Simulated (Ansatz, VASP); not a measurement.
## PtSe2 (Sudovikovite): VASP beside Ansatz

INCAR

```
SYSTEM = PtSe2
PREC = Accurate
ENCUT = 520
EDIFF = 1E-7
ISMEAR = 1
SIGMA = 0.15
LREAL = .FALSE.
LASPH = .TRUE.
NELM = 60
ALGO = Normal
ISIF = 2
LWAVE = .FALSE.
LCHARG = .FALSE.
GGA = PE
NBANDS = 18
```

Contents of KPOINTS:

```
Automatic mesh
0
G
  9 9 6
  0 0 0
```

POSCAR

```
PtSe2
1.0
    3.7240000000      0.0000000000      0.0000000000
   -1.8620000000      3.2250800000      0.0000000000
    0.0000000000      0.0000000000      5.0620000000
Pt Se
1 2
Direct
    0.0000000000      0.0000000000      0.0000000000
    0.3333333333      0.6666666667      0.2500000000
    0.6666666667      0.3333333333      0.7500000000
```

Input for Ansatz:

```yaml
crystal:
  lattice:
    - [3.724, 0.0, 0.0]
    - [-1.862, 3.22508, 0.0]
    - [0.0, 0.0, 5.062]
  atoms:
    - { symbol: Pt, position: [0.0, 0.0, 0.0] }
    - { symbol: Se, position: [0.3333333333333333, 0.6666666666666666, 0.25] }
    - { symbol: Se, position: [0.6666666666666666, 0.3333333333333333, 0.75] }
kpoints:
  mp_grid:
    grid: [9, 9, 6]
hamiltonian:
  xc: pbe
scf:
  occupations:
    method: cold
    width: 0.15
output:
  stress: true
```

Alike in both runs: task single point; functional PBE; k mesh 9 × 9 × 6; no spin polarisation.

|  | VASP | Ansatz |
| --- | --- | --- |
| version | VASP 6.6.1 | Ansatz 0.2.0 |
| potentials or method | VASP PAW PBE potentials, release 64 (Pt, Se) | plane waves, PAW |
| plane-wave cutoff (eV) | 520 | 420 |
| occupations | methfessel-paxton of order 1, width 0.15 eV | cold, width 0.15 eV |
| valence electrons in the cell | 22 | 50 |

|  | VASP | Ansatz | Ansatz less VASP |
| --- | --- | --- | --- |
| pressure (GPa) | 7.3 | 7.3 | +0.01 |
| largest component of the traceless stress (GPa) | 1.29 | 1.29 | +0.003 |

The two sets of potentials don't hold the same shells in valence.

The runs have no spin-orbit coupling, so splittings on Pt are missing.
